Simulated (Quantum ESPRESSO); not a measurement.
CdS (Hawleyite): phonon spectrum and thermodynamics under several settings

```xyz
2
Lattice="0.0000 2.9165 2.9165 2.9165 0.0000 2.9165 2.9165 2.9165 0.0000" Properties=species:S:1:pos:R:3 pbc="T T T"
Cd    0.0000    0.0000    0.0000
S     4.3748    4.3748    4.3748
```

All runs used Quantum ESPRESSO 7.5; k mesh 4 × 4 × 4, shifted; relaxed cell; no spin polarisation; cutoff 612 eV; occupations smeared at first, fixed for the response; q mesh 2 × 2 × 2.

| level | potentials | volume (Å³/atom) | highest frequency (cm⁻¹) | zero-point energy (meV/atom) | entropy at room temperature (k_B/atom) |
| --- | --- | --- | --- | --- | --- |
| LDA | GBRV 1.5 LDA | ? | ? | ? | ? |
| PBE | GBRV 1.5 PBE | 26.16 | 281 | 30.5 | 4.47 |

Q: What stands in the row left open?

A: Volume 23.96 Å³/atom; highest frequency 307 cm⁻¹; zero-point energy 33.3 meV/atom; entropy at room temperature 4.32 k_B/atom.

For the row left open. Caveat: the q mesh is small, so phonon branches between its points and thermal values are rough.
